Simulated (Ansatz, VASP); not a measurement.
C3N in VASP and in Ansatz

```
C N
1.0
     4.82080    0.00000    0.00000
    -2.41040    4.17493    0.00000
     0.00000    0.00000    3.12897
C N
6 2
Direct
  0.11635 0.23270 0.25000
  0.11635 0.88365 0.25000
  0.76730 0.88365 0.25000
  0.88365 0.76730 0.75000
  0.88365 0.11635 0.75000
  0.23270 0.11635 0.75000
  0.33333 0.66667 0.75000
  0.66667 0.33333 0.25000
```

Change from the starting cell: species swapped into the InRh3 type (P6_3/mmc, No. 194).

Alike in both runs: task relaxation of cell and atoms; functional PBE; k mesh 6 × 6 × 6; occupations gaussian, width 0.1 eV; no spin polarisation.

```csv
,VASP,Ansatz
version,VASP 6.6.1,Ansatz 0.2.0
potentials or method,"VASP PAW PBE potentials, release 64 (C, N)","scalar-relativistic, plane waves, PAW"
plane-wave cutoff (eV),600,420
valence electrons in the cell,34,34
```

```csv
,VASP,Ansatz,Ansatz less VASP
"gap on the k mesh at the Fermi level, each at its own relaxed structure (eV)",none,none,-
relaxed volume (Å³/atom),6.12,6.13,+0.005
relaxed cell length with the largest relative difference (Å),4.965,4.967,+0.0025
energy change over the relaxation (meV/atom),-929,-924,+5.1
```

A gap of «none» marks a metal or a gap that the smearing closes.

Caveats: the volume moved by over 15 % at a fixed basis, so the end points are rough (VASP).
